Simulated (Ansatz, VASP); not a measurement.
## EuS: VASP beside Ansatz

```
CELL_PARAMETERS angstrom
2.97850 2.97850 5.95700
5.95700 2.97850 2.97850
2.97850 5.95700 2.97850
ATOMIC_POSITIONS crystal
Eu 0.00000 0.00000 0.00000
Eu 0.50000 0.50000 0.50000
S 0.25000 0.25000 0.25000
S 0.75000 0.75000 0.75000
```

Alike in both runs: task single point; functional PBE; k mesh 6 × 6 × 6; occupations gaussian, width 0.02 eV; collinear spin.

```csv
,VASP,Ansatz
version,VASP 6.6.1,Ansatz 0.2.0
potentials or method,"VASP PAW PBE potentials, release 64 (Eu, S)","scalar-relativistic, plane waves, PAW"
plane-wave cutoff (eV),520,420
valence electrons in the cell,46,46
```

```csv
,VASP,Ansatz,Ansatz less VASP
gap on the k mesh at the Fermi level (eV),none,none,-
net moment per atom (μB),3.49,3.49,0.000
size of the moment on the site where the two differ most (μB),6.59,6.76,+0.170
```

Site moments also hang on the region over which each program counts them. A gap of «none» marks a metal or a gap that the smearing closes.

Caveats: spin-orbit coupling is left out, which moves the levels of the heavy elements; without U or exact exchange the open f shell lies at the Fermi level, which spoils levels, moments and volumes. With open d or f shells a metallic result of PBE can be an artefact of self-interaction; +U or a hybrid may open a gap. The state reached can hang on the start; a lower one may exist.
